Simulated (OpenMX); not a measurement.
Pd:

```
Pd
1.0
     2.78367    0.00000    0.00000
    -1.39183    2.41072    0.00000
     0.00000    0.00000    4.62889
Pd
2
Direct
  0.33333 0.66667 0.25000
  0.66667 0.33333 0.75000
```

This isn't the form of Pd at room conditions, which is fcc.

Base run:

| Item | Value |
| --- | --- |
| Program | OpenMX 3.8.5 |
| Functional | PBE |
| Dispersion | D4 |
| Potentials or basis | OpenMX 2013 PBE set, Pd7.0-s3p2d2, grid cutoff 400 Ry |
| k mesh | 9 × 9 × 5 |
| Occupations | fermi-dirac, width 0.05 eV |
| Spin | no spin polarisation |

Its results: band gap on the k mesh none (metal or under the smearing width); pressure -2.3 GPa; largest force 0.004 eV/Å.

After a change of settings the same cell gave: band gap on the k mesh none (metal or under the smearing width); pressure 2.3 GPa; largest force 0.004 eV/Å. Which change was it?
A. dispersion from D4 to none
B. dispersion from D4 to D3(BJ)
C. dispersion from D4 to D3

A.

Dispersion adds attraction, which lowers the pressure at fixed volume and, as a term added to the energy, leaves the levels alone.

Caveats: the basis of atomic orbitals isn't converged, which shifts pressures, moduli and gaps; pairwise dispersion overbinds metals, which lowers pressure and volume (some runs).
